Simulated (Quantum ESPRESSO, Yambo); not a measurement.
# A GW chain in Yambo: NaF (Villiaumite), part 2 of 2

Wanted: ground state, empty states, screening and self-energy for NaF (Villiaumite).

Quantum ESPRESSO 7.5 and Yambo 5.3.0; PBE and many-body steps on it, plane waves. Known limits of the many-body steps: not at the basis limit.

So far. Step 2 (Ground state): The gap is direct, at Γ. Step 3 (Bands along the symmetry lines): The gap is 6.390 eV, as in the run before at this level.

The database entry behind the starting cell differs from later determinations by our own check (0.1 to 0.3 % short, probably kX units), so it need not match the best structure at ambient conditions.

## Step 4: Empty states on the mesh, 8×8×8 mesh, 110 bands

Level of this step: DFT, PBE, plane waves, norm-conserving pseudopotentials (Quantum ESPRESSO).

The sums over transitions need many empty states on a uniform mesh; this step solves for them.

pw.in reads:

```
&control
  calculation = 'nscf'
  prefix = 'x'
  outdir = 'o'
  pseudo_dir = 'pseudo'
/
&system
  ibrav = 0
  nat = 2
  ntyp = 2
  ecutwfc = 76.0
  nbnd = 110
  force_symmorphic = .true.
/
&electrons
  conv_thr = 1e-9
  electron_maxstep = 80
  diago_full_acc = .true.
  diago_thr_init = 5e-6
/
ATOMIC_SPECIES
  Na 22.99 Na.upf
  F 18.998 F.upf
CELL_PARAMETERS angstrom
  -0.0000000000 2.3100000000 2.3100000000
  2.3100000000 0.0000000000 2.3100000000
  2.3100000000 2.3100000000 0.0000000000
ATOMIC_POSITIONS crystal
  Na 0.0000000000 0.0000000000 0.0000000000
  F 0.5000000000 0.5000000000 0.5000000000
K_POINTS automatic
  8 8 8 0 0 0
```

On the command line:

```sh
$ OMP_NUM_THREADS=1 mpirun -n 4 pw.x -nk 4 -in pw.in > pw.out
```

The log of the run:

```text
[banner, memory and clock lines left out]
Program PWSCF v.7.5 starts

     Atomic positions and unit cell read from directory:
     o/x.save/

     Message from routine setup:
     using ibrav=0 with symmetry is DISCOURAGED, use correct ibrav instead

     G-vector sticks info

     bravais-lattice index     =            0
     lattice parameter (alat)  =       6.1734  a.u.
     unit-cell volume          =     166.3652 (a.u.)^3
     number of atoms/cell      =            2
     number of atomic types    =            2
     number of electrons       =        16.00
     number of Kohn-Sham states=          110
     kinetic-energy cutoff     =      76.0000  Ry
     charge density cutoff     =     304.0000  Ry
     Exchange-correlation= PBE
                           (   1   4   3   4   0   0   0)

     celldm(1)=   6.173420  celldm(2)=   0.000000  celldm(3)=   0.000000
     celldm(4)=   0.000000  celldm(5)=   0.000000  celldm(6)=   0.000000

     crystal axes: (cart. coord. in units of alat)
               a(1) = (  -0.000000   0.707107   0.707107 )
               a(2) = (   0.707107   0.000000   0.707107 )
               a(3) = (   0.707107   0.707107   0.000000 )

     reciprocal axes: (cart. coord. in units 2 pi/alat)
               b(1) = ( -0.707107  0.707107  0.707107 )
               b(2) = (  0.707107 -0.707107  0.707107 )
               b(3) = (  0.707107  0.707107 -0.707107 )
     Pseudo is Norm-conserving, Zval =  9.0
     Generated using ONCVPSP code by D. R. Hamann
     Using radial grid of 1992 points,  4 beta functions with:
     Pseudo is Norm-conserving + core correction, Zval =  7.0
     Generated using ONCVPSP code by D. R. Hamann
     Using radial grid of  832 points,  5 beta functions with:
     Na                9.00    22.99000     Na( 1.00)
     F                 7.00    18.99800     F ( 1.00)

     48 Sym. Ops., with inversion, found

   Cartesian axes

     site n.     atom                  positions (alat units)
         1        Na     tau(   1) = (   0.0000000   0.0000000   0.0000000  )
         2        F      tau(   2) = (   0.7071068   0.7071068   0.7071068  )

     number of k points=    29
                       cart. coord. in units 2pi/alat
        k(    1) = (   0.0000000   0.0000000   0.0000000), wk =   0.0039062
        k(    2) = (   0.0883883   0.0883883  -0.0883883), wk =   0.0312500
        k(    3) = (   0.1767767   0.1767767  -0.1767767), wk =   0.0312500
[...]
[... 17 further rows ...]
        k(   28) = (  -0.7071068   0.1767767   0.0000000), wk =   0.0468750
        k(   29) = (  -0.7071068   0.3535534   0.0000000), wk =   0.0234375

     Dense  grid:    14841 G-vectors     FFT dimensions: (  36,  36,  36)

     The potential is recalculated from file :
     o/x.save/charge-density

     Starting wfcs are    9 randomized atomic wfcs +  101 random wfcs

     Band Structure Calculation

     End of band structure calculation

          k = 0.0000 0.0000 0.0000 (  1837 PWs)   bands (ev):

   -46.0612 -18.1124 -17.9444 -17.9444 -17.9444   0.9991   0.9991   0.9991
     7.3887  20.1552  20.1552  20.1552  22.9761  25.2676  25.2676  27.9363
    27.9363  27.9363  35.0083  35.0083  35.0083  40.3077  49.4273  49.4273
[...]
137.3301 137.3301 137.3301 138.6281 138.6281 139.6026

          k = 0.0884 0.0884-0.0884 (  1868 PWs)   bands (ev):

[...]
140.8372 141.5813 143.3681 143.3681 144.3827 144.9473

          k = 0.1768 0.1768-0.1768 (  1880 PWs)   bands (ev):

[...]
129.1257 130.2317 130.7836 131.5650 131.5650 133.8454 136.3674 136.3674
   136.5730 136.5730 136.6364 139.0483 139.3050 139.3050 141.6012 141.6012
   142.3083 143.5612 143.5612 145.1641 145.6641 145.6641

          k = 0.2652 0.2652-0.2652 (  1868 PWs)   bands (ev):

     [... further k-points ...]

     highest occupied, lowest unoccupied level (ev):     0.9991    7.3887

     XML data file, pseudopotentials, collected wavefunctions
```

It took 19 s on 4 MPI ranks of Arm Neoverse N1, shared host; peak memory 0.25 GiB; 76 s of CPU time.

This step gave:

```yaml
gap: 6.390 eV
k_of_the_valence_top: 0, 0, 0
k_of_the_conduction_bottom: 0, 0, 0
least_direct_gap: 6.390 eV
k_points_computed: 29
lowest_point_of_the_top_converged_band_above_the_valence_top: 138.6034 eV
```

On this mesh the gap is 6.390 eV.

## Step 5: Conversion and set-up

This step: Yambo 5.3.0; conversion and set-up on PBE, plane waves, norm-conserving pseudopotentials.

The states are converted to the many-body program's format and the q mesh is built.

On the command line:

```sh
$ (cd o/x.save; p2y > p2y.log; mv SAVE ../..); yambo > setup.log
```

The log of the run:

```text
 Yambo, version 5.3.0

 [02] CORE Variables Setup
 =========================

  [02.01] Unit cells
  ==================

  Cell kind             :  FCC
  Atoms in the cell     :  Na  F
  number of Na atoms    :  1
  number of F  atoms    :  1

  List of atomic masses
  Mass of Na    :  22.99000
  Mass of F     :  18.99800

  List of atomic coordinates    : [cc]
  Na1       :  0.000000  0.000000  0.000000  order 1
  F1       :  4.365267  4.365267  4.365267  order 2

  Alat factors          :  4.365267  4.365267  4.365267 [a.u.]
  Direct lattice volume :  166.3652 [a.u.]
  Direct lattice vectors:  A[ 1 ]  A[ 2 ]  A[ 3 ]
   A[ 1 ]: -0.000000  1.000000  1.000000  [iru]
  -0.000000  4.365267  4.365267  [cc]
   A[ 2 ]:  1.000000  0.000000  1.000000  [iru]
   4.365267  0.000000  4.365267  [cc]
   A[ 3 ]:  1.000000  1.000000  0.000000  [iru]
   4.365267  4.365267  0.000000  [cc]

  Recip. lattice volume :  1.490998 [a.u.]
  Recip. lattice vectors:  B[ 1 ]  B[ 2 ]  B[ 3 ]
   B[ 1 ]: -0.500000  0.500000  0.500000  [iku]
  -0.719679  0.719679  0.719679  [cc]
   B[ 2 ]:  0.500000 -0.500000  0.500000  [iku]
   0.719679 -0.719679  0.719679  [cc]
   B[ 3 ]:  0.500000  0.500000 -0.500000  [iku]
   0.719679  0.719679 -0.719679  [cc]

  [02.02] Symmetries
  ==================

  Inversion symmetry    : yes
  Spatial inversion     : yes
  Inversion index       :  25
  K-space Time-reversal : no
  Magnetic symmetries   : no
  Group table correct   : yes
  Symmetries units      :  [cc]

   [S  1]:   1.0000      0.27654E-16  0.27654E-16  0.27654E-16   1.0000     -0.27654E-16 -0.27654E-16 -0.27654E-16   1.0000
   [S  2]:  -1.0000     -0.27654E-16  0.27654E-16 -0.27654E-16  -1.0000     -0.27654E-16  0.27654E-16  0.27654E-16   1.0000
   [S  3]:  -1.0000      0.27654E-16 -0.27654E-16 -0.27654E-16   1.0000      0.27654E-16  0.27654E-16 -0.27654E-16  -1.0000
[...]
[... 36 further rows ...]
   [S 47]:  0.27654E-16   1.0000     -0.27654E-16 -0.27654E-16  0.27654E-16  -1.0000       1.0000     -0.27654E-16  0.27654E-16
   [S 48]:  0.27654E-16  -1.0000      0.27654E-16 -0.27654E-16 -0.27654E-16   1.0000       1.0000      0.27654E-16 -0.27654E-16

  [02.03] Reciprocal space
  ========================

  nG shells         :  197
  nG charge         :  14841
  nG WFs            :  2489
  nC WFs            :  1880
  G-vecs. in first 19 shells:  [ Number ]
     1    9   15   27   51   59   65   89  113
    137   169   181   229   259   283   307   331   339
    387
  ...
  Shell energy in first 19 shells:  [ mHa ]
    0.00000      776.907      1035.88      2071.75      2848.66      3107.63      4143.51      4920.41      5179.38
    6215.26      6992.17      8287.01      9063.92      9322.89      10358.8      11135.7      11394.6      12430.5
    13207.4
  ...

  [02.04] K-grid lattice
  ======================

  Compatible Grid is   : 3D
[...]
K [29]         [rlu]:  0.250000 -0.500000 -0.250000
         WF components:  1856

  [02.05] Energies & Occupations
  ==============================

  [X] === General ===
  [X] Electronic Temperature                        :  0.000000  0.000000 [eV K]
  [X] Bosonic    Temperature                        :  0.000000  0.000000 [eV K]
  [X] Finite Temperature mode                       : no
  [X] El. density                                   :  0.64901E+24 [cm-3]
  [X] Fermi Level                                   :  0.999133 [eV]

  [X] === Gaps and Widths ===
  [X] Conduction Band Min                           :  6.389538 [eV]
  [X] Valence Band Max                              :  0.000000 [eV]
  [X] Filled Bands                                  :   8
  [X] Empty Bands                                   :    9  110
  [X] Direct Gap                                    :  6.389538 [eV]
  [X] Direct Gap localized at k                     :  1
  [X] Indirect Gap                                  :  6.389538 [eV]
  [X] Indirect Gap between kpts                     :  1  1
  [X] Last valence band width                       :  0.572771 [eV]
  [X] 1st conduction band width                     :  6.932249 [eV]

  E @ K [ 1]:  [eV]
   -47.060      -19.112      -18.944      -18.944      -18.944     -0.69315E-10 -0.33291E-10   0.0000
    6.38954  19.15610  19.15610  19.15610  21.97694  24.26848  24.26848  26.93717
  occ @ K [ 1]
   2.000000  2.000000  2.000000  2.000000  2.000000  2.000000  2.000000  2.000000
[...]
E @ K [ 2]:  [eV]
[...]
occ @ K [ 2]
[...]
E @ K [ 3]:  [eV]
[...]
occ @ K [ 3]
[...]
E @ K [ 8]:  [eV]
[...]
occ @ K [ 8]
[...]
E @ K [ 9]:  [eV]
[...]
occ @ K [ 9]
[...]
E @ K [10]:  [eV]
[...]
occ @ K [10]
[...]
E @ K [11]:  [eV]
[...]
occ @ K [11]
[...]
E @ K [12]:  [eV]
[...]
occ @ K [12]
[...]
E @ K [13]:  [eV]
[...]
occ @ K [13]
[...]
E @ K [14]:  [eV]
[...]
occ @ K [14]
[...]
[... 14 further k-points ...]
  E @ K [29]:  [eV]
[...]
occ @ K [29]
   2.000000  2.000000  2.000000  2.000000  2.000000  2.000000  2.000000  2.000000
   0.000000  0.000000  0.000000  0.000000  0.000000  0.000000  0.000000  0.000000

 [03] Transferred momenta grid and indexing
 ==========================================

 IBZ Q-points                                      :  29
 BZ  Q-points                                      :   512

 K/Q-points units:
 rlu = crystal or reduced units; cc = cartesian coordinates; iku = interal k-units

 Q [ 1]         [rlu]:  0.000000  0.000000  0.000000
 Q [ 2]         [rlu]:  0.18112E-16 -0.27044E-17  0.12500
 Q [ 3]         [rlu]: -0.32585E-20 -0.32585E-20  0.25000
[...]
Q [ 8]         [rlu]:  0.13875E-16  0.12500      0.37500
 Q [ 9]         [rlu]: -0.34335E-16  0.12500      0.50000
 Q [10]         [rlu]: -0.16938E-16  0.12500     -0.37500
     [... 17 further rows ...]
 Q [28]         [rlu]:  0.125000 -0.500000 -0.375000
 Q [29]         [rlu]:  0.250000 -0.500000 -0.250000

  [03.01] X indexes
  =================

   [03.01.01] Sigma indexes
   ========================

 [06] Game Over & Game summary
```

Wall time 2.9 s (1 MPI rank); peak memory 0.24 GiB.

## Step 6: Screening and self-energy, 8×8×8 mesh, 110 bands, screening to 210.9 eV

G0W0 replaces the xc potential by the self-energy, built once from these orbitals. Only a window of levels is corrected, while the sums run over the empty bands that the input names.

This step: G0W0 on PBE, plane waves, norm-conserving pseudopotentials.

gw1.in reads:

```
HF_and_locXC
gw0
dyson
ppa
em1d
rim_cut
RandQpts= 1000000
RandGvec= 1 RL
EXXRLvcs= 76 Ry
VXCRLvcs= 304 Ry
Chimod= "HARTREE"
% BndsRnXp
 1 | 110 |
%
NGsBlkXp= 15.5 Ry
% LongDrXp
 1 | 1 | 1 |
%
% GbndRnge
 1 | 110 |
%
DysSolver= "n"
ExtendOut
PPAPntXp= 27.21138 eV
% QPkrange
 1 | 1 | 7 | 10 |
%
```

On the command line:

```sh
$ OMP_NUM_THREADS=1 mpirun -n 4 yambo -F gw1.in -J gw1 -C gw1 > gw1.log
```

The log of the run:

```text
 Yambo, version 5.3.0

 [02] CORE Variables Setup
 =========================

  [... cell, symmetries and grids as in the set-up ...]

  [02.05] Energies & Occupations
  ==============================

  [X] === General ===
  [X] Electronic Temperature                        :  0.000000  0.000000 [eV K]
  [X] Bosonic    Temperature                        :  0.000000  0.000000 [eV K]
  [X] Finite Temperature mode                       : no
  [X] El. density                                   :  0.64901E+24 [cm-3]
  [X] Fermi Level                                   :  0.999133 [eV]

  [X] === Gaps and Widths ===
  [X] Conduction Band Min                           :  6.389538 [eV]
  [X] Valence Band Max                              :  0.000000 [eV]
  [X] Filled Bands                                  :   8
  [X] Empty Bands                                   :    9  110
  [X] Direct Gap                                    :  6.389538 [eV]
  [X] Direct Gap localized at k                     :  1
  [X] Indirect Gap                                  :  6.389538 [eV]
  [X] Indirect Gap between kpts                     :  1  1
  [X] Last valence band width                       :  0.572771 [eV]
  [X] 1st conduction band width                     :  6.932249 [eV]

 [03] Transferred momenta grid and indexing
 ==========================================

 IBZ Q-points                                      :  29
 BZ  Q-points                                      :   512

 K/Q-points units:
 rlu = crystal or reduced units; cc = cartesian coordinates; iku = interal k-units

 Q [ 1]         [rlu]:  0.000000  0.000000  0.000000
 Q [ 2]         [rlu]:  0.18112E-16 -0.27044E-17  0.12500
 Q [ 3]         [rlu]: -0.32585E-20 -0.32585E-20  0.25000
 Q [ 4]         [rlu]:  0.31987E-16  0.31987E-16  0.37500
 Q [ 5]         [rlu]: -0.72449E-16  0.10818E-16 -0.50000
 Q [ 6]         [rlu]:  0.14472E-16  0.12500      0.12500
 Q [ 7]         [rlu]:  0.22348E-16  0.12500      0.25000
 Q [ 8]         [rlu]:  0.13875E-16  0.12500      0.37500
 Q [ 9]         [rlu]: -0.34335E-16  0.12500      0.50000
 Q [10]         [rlu]: -0.16938E-16  0.12500     -0.37500
     [... 17 further rows ...]
 Q [28]         [rlu]:  0.125000 -0.500000 -0.375000
 Q [29]         [rlu]:  0.250000 -0.500000 -0.250000

 [04] Coloumb potential Random Integration (RIM)
 ===============================================

  [04.01] RIM initialization
  ==========================

  * Diagonal components only detected *

  8 x (sBL volume)        :  0.023297 [a.u.]
  sBZ random points       :  1000000
  Points outside the sBZ  :   7999624
  RL volume               :  1.490998 [a.u.]
  Integrated volume       :  1.491068 [a.u.]

  [04.02] RIM integrals
  =====================

  Gamma point sphere radius             :  0.051806 [a.u.]
  Points outside the sphere             :   799635
  [Int_sBZ(q=0) 1/q^2]*(Vol_sBZ)^(-1/3) =:  7.763403
                                 should be <:  7.795600

  Summary of Coulomb integrals for non-metallic bands |Q|[au] RIM/Bare

  Q [1] 0.100000E-4 0.995870 * Q [2] 0.155815 1.063761
  Q [6] 0.179920 1.062895 * Q [12] 0.254445 1.026260
  Q [7] 0.298363 1.018621 * Q [3] 0.311630 1.016124
  Q [13] 0.359840 1.013019 * Q [11] 0.392126 1.010859
  Q [22] 0.402313 1.010006 * Q [8] 0.440712 1.008119
  Q [4] 0.467445 1.007109 * Q [14] 0.467445 1.007392
  Q [17] 0.508890 1.006475 * Q [23] 0.532210 1.005576
  Q [10] 0.539759 1.005770 * Q [18] 0.539759 1.005566
  Q [25] 0.568956 1.004941 * Q [9] 0.589907 1.004461
  Q [15] 0.596727 1.004419 * Q [5] 0.623261 1.004356
  Q [19] 0.642442 1.003854 * Q [16] 0.642442 1.004106
  Q [27] 0.648710 1.004037 * Q [24] 0.673198 1.003772
  Q [26] 0.690995 1.003296 * Q [21] 0.719679 1.003297
  Q [28] 0.741828 1.003093 * Q [20] 0.763335 1.002929
  Q [29] 0.804626 1.002616

 [05] Dipoles
 ============

  [05.01] Setup: observables and procedures
  =========================================

 [06] Dynamic Dielectric Matrix (PPA)
 ====================================

 [WR./gw1//ndb.pp]---------------------------------------------------------------
  Brillouin Zone Q/K grids (IBZ/BZ)                :    29   512    29   512
  RL vectors                                       :  2565 [WF]
  Coulomb cutoff potential                         : none
  Electronic Temperature                           :  0.000000 [K]
  Bosonic    Temperature                           :  0.000000 [K]
  PPA    diel. fun.  energies                      : Perdew, Burke & Ernzerhof(X)+Perdew, Burke & Ernzerhof(C)
  wavefunctions                                    : Perdew, Burke & Ernzerhof(X)+Perdew, Burke & Ernzerhof(C)
  Global Gauge                                     : length
  X matrix size                                    :  181
  X band range                                     :    1  110
  X e/h energy range                               : -1.000000 -1.000000 [eV]
  X Time ordering                                  : R
  X Hxc Kernel                                     : HARTREE
  X Drude frequency                                :  0.000000  0.000000
  X poles                                          :  100.0000 [o/o]
  RL vectors in the sum                            :  2565
  [r,Vnl] included                                 : yes
  Field direction                                  :  0.577350E-5  0.577350E-5  0.577350E-5
  BZ energy Double Grid                            : no
  BZ energy DbGd points                            : 0
  BZ Q point size factor                           : -1.000000
  X Optical Averaged directions                    : none

 [07] Local Exchange-Correlation + Non-Local Fock
 ================================================

 [VXC] Plane waves :  14841
 [EXS] Plane waves :  1893

 QP @ state[ 1 ] K range:  1  1
 QP @ state[ 1 ] b range:   7  10

 [xc] Functional : Perdew, Burke & Ernzerhof(X)+Perdew, Burke & Ernzerhof(C)
 [xc] LIBXC used to calculate xc functional
  PP Number of Atomic Species                      :  2
  NLCC RL compoments                               :  14841
  PP Number of Atomic Species                      :  2
  NLCC RL compoments                               :  14841

 [xc] E_xc :  -11.60135 [Ha]
      E_xc :  -23.20271 [Ry]

  Local XC kind (lXC) : Perdew, Burke & Ernzerhof(X)+Perdew, Burke & Ernzerhof(C)
  Non-Local XC kind (nlXC) : Hartree-Fock

  Corrections @ K [1] :  [eV]
 <7|nlXC|7> = -30.21011 -0.88328E-17 <7|lXC|7> = -22.50797  0.37764E-15
 <8|nlXC|8> = -30.21009  0.92583E-17 <8|lXC|8> = -22.50797 -0.37761E-15
 <9|nlXC|9> = -5.349303 -0.25462E-19 <9|lXC|9> = -9.465286  0.18889E-15
 <10|nlXC|10> = -2.175556  0.12237E-18 <10|lXC|10> = -7.169307  0.52778E-20

 [08] Dyson equation: Newton solver
 ==================================

  [08.01] G0W0 (W PPA)
  ====================

  [  GW  ] Bands range     :    1  110
  [GW/PPA] G damping       :  0.100000 [eV]

  QP @ state[ 1 ] K range:  1  1
  QP @ state[ 1 ] b range:   7  10

   Sc/G bands                                       :    1  110
   Sc/G damping                                     :  0.100000 ev
   Sc bands terminator                              : no
   Sx RL components                                 :  1893

   QP @ state[ 1 ] K range                          :  1  1
   QP @ state[ 1 ] b range                          :   7  10
   GF energies kind                                 : Perdew, Burke & Ernzerhof(X)+Perdew, Burke & Ernzerhof(C)
   GF WF`s kind                                     : Perdew, Burke & Ernzerhof(X)+Perdew, Burke & Ernzerhof(C)
   Xs energies kind                                 : Perdew, Burke & Ernzerhof(X)+Perdew, Burke & Ernzerhof(C)
   Xs WF`s kind                                     : Perdew, Burke & Ernzerhof(X)+Perdew, Burke & Ernzerhof(C)

 [11] Game Over & Game summary
```

Elapsed: 14 min, on 4 MPI ranks; peak memory 1.8 GiB.

This step gave:

- G0W0 gap on the points computed: 10.49 eV
- starting gap on the mesh: 6.390 eV
- k of the valence top: 0, 0, 0
- k of the conduction bottom: 0, 0, 0
- least direct G0W0 gap on the computed points: 10.49 eV
- Z at the valence top: 0.8220
- Z at the conduction bottom: 0.9033

The gap on the mesh goes from 6.39 eV to 10.49 eV, a correction of +4.10 eV.

Limits: finite bands, cutoff and mesh. v1 is the top filled band, c1 the lowest empty one. The levels before and after the correction (eV, zero at the valence-band top of each column):

|  | conduction bottom | valence top |
| --- | --- | --- |
| Kohn-Sham | 6.39 | 0.00 |
| G0W0 | 10.49 | 0.00 |

|  | level | energy (eV) |
| --- | --- | --- |
| Kohn-Sham | Γ v2-v1 | 0.000 |
| Kohn-Sham | Γ c1 | 6.390 |
| Kohn-Sham | Γ c2 | 19.156 |
| G0W0 | Γ v2-v1 | 0.000 |
| G0W0 | Γ c1 | 10.492 |
| G0W0 | Γ c2 | 23.540 |

## Step 7: Where the time went

Times are wall times on the hardware named with each run, good to a factor of about two.

| step | time | share | memory (GiB) |
| --- | --- | --- | --- |
| ground state | 5.7 s | 1 % | 0.2 |
| bands along the symmetry lines | 3.1 s | 0 % | 0.18 |
| empty states on the mesh | 19 s | 2 % | 0.25 |
| conversion and set-up | 2.9 s | 0 % | 0.24 |
| screening and self-energy | 14 min | 96 % | 1.8 |

## Step 8: Summary of results

```
PBE gap              : 6.39 eV, direct
G0W0 gap on the mesh : 10.49 eV
GW settings          : 8×8×8 mesh, 110 bands, screening to 210.9 eV, Godby-Needs plasmon pole
known limits         : not at the basis limit
```

What this shows: G0W0 moves the gap on the mesh from 6.39 eV to 10.49 eV (+4.10 eV), with Z of 0.82 and 0.90 at the edges. Only 1 of the mesh's irreducible points was corrected, so a valley elsewhere could overtake. The dearest step here is «screening and self-energy». Bands and cutoff are finite, so the gap is not at the basis limit. The miss can reach some tenths of an eV and take either sign; the mesh is an error of its own. In the G0W0 run levels were corrected at 1 k point alone, so a gap called «on the mesh» is the least over those, and an edge elsewhere would be missed.

[Paths, hosts, dates, memory and timing lines, banners, echoed tables and standing remarks are left out of the program output.]

[Logs are printed without paths, hosts, clocks, repeated set-up lines and the standing remarks that a program may print on its own settings, such as how far it seeks lower states.]

[Runs of the session that timed out or met a known fault of the program may be left out.]

[Hosts, paths, dates, database ids (printed as entryN), source tags and the programs' standing remarks are cut or masked in the printed files.]
